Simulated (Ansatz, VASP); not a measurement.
**Two plane-wave programs on Ni**

Contents of INCAR:

```
PREC = Accurate ; ENCUT = 520
EDIFF = 1E-7 ; ISMEAR = -1
SIGMA = 0.05 ; LREAL = False
LASPH = True ; NELM = 120
ALGO = Normal ; ISIF = 2
LWAVE = False ; LCHARG = False
ISPIN = 2 ; MAGMOM = 1
LORBIT = 11 ; LMAXMIX = 4
GGA = PE ; NBANDS = 15
```

The input KPOINTS:

```
regular mesh
0
Gamma
  13 13 13
```

Contents of POSCAR:

```
Ni
1.0
    0.0000000000      1.7490803739      1.7490803739
    1.7490803739      0.0000000000      1.7490803739
    1.7490803739      1.7490803739      0.0000000000
Ni
1
Direct
    0.0000000000      0.0000000000      0.0000000000
```

Contents of input.yaml:

```yaml
crystal:
  lattice:
    - [0.0, 1.7490803739, 1.7490803739]
    - [1.7490803739, 0.0, 1.7490803739]
    - [1.7490803739, 1.7490803739, 0.0]
  atoms:
    - { symbol: Ni, position: [0.0, 0.0, 0.0], spin: 1.0 }
hamiltonian:
  xc: pbe
  pseudopotentials: { kind: paw }
magnetization:
  spin_polarized: true
kpoints:
  mp_grid: { grid: [13, 13, 13] }
scf:
  occupations: { method: fermi_dirac, width: 0.05 }
output:
  forces: true
  stress: true
  eigenvalues: true
```

Change from the starting cell: volume scaled by 1.02.

Alike in both runs: task single point; functional PBE; k mesh 13 × 13 × 13; occupations fermi-dirac, width 0.05 eV; collinear spin, ferromagnetic start.

|  | VASP | Ansatz |
| --- | --- | --- |
| version | VASP 6.6.1 | Ansatz 0.2.0 |
| potentials or method | VASP PAW PBE potentials, release 64 (Ni) | Ansatz PAW |
| plane-wave cutoff (eV) | 520 | 420 |
| valence electrons in the cell | 10 | 18 |

Ansatz gave:

- gap on the k mesh at the Fermi level (eV): none
- pressure (GPa): 3.6
- net moment per atom (μB): 0.63
- size of the moment on the site where the two differ most (μB): 0.67

**Question.** Estimate VASP's values.

**Answer.** gap on the k mesh at the Fermi level (eV): none; pressure (GPa): 3.5; net moment per atom (μB): 0.62; size of the moment on the site where the two differ most (μB): 0.63.

Site moments also hang on the region over which each program counts them. A gap of «none» marks a metal or a gap that the smearing closes. The two sets of potentials don't hold the same shells in valence.
